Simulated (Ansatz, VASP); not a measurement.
## Two plane-wave programs on Ge

```
Ge
1.0
     0.00000    2.88574    5.11566
     2.63050    0.00000    5.11566
     2.63050    2.88574    0.00000
Ge
4
Cartesian
  2.6305 2.8857 7.9995
  2.6305 2.8857 2.2318
  2.6305 1.5786 5.1157
  2.6305 4.1929 5.1157
```

Alike in both runs: task single point; functional PBE; k mesh 12 × 12 × 12; occupations gaussian, width 0.1 eV; no spin polarisation.

```csv
,VASP,Ansatz
version,VASP 6.6.1,Ansatz 0.2.0
potentials or method,"VASP PAW PBE potentials, release 64 (Ge_d)","scalar-relativistic, plane waves, PAW"
plane-wave cutoff (eV),520,420
valence electrons in the cell,56,56
```

```tsv
	VASP	Ansatz	Ansatz less VASP
gap on the k mesh at the Fermi level (eV)	none	none	-
pressure (GPa)	0.0	0.0	-0.01
largest component of the traceless stress (GPa)	0.52	0.52	-0.002
rms of the force components (eV/Å)	0.004	0.004	-0.0004
```

Atom by atom the forces differ by 0.000 eV/Å (rms over components). A gap of «none» marks a metal or a gap that the smearing closes. With one functional, cell and mesh, what is left measures potentials, basis and numerics.
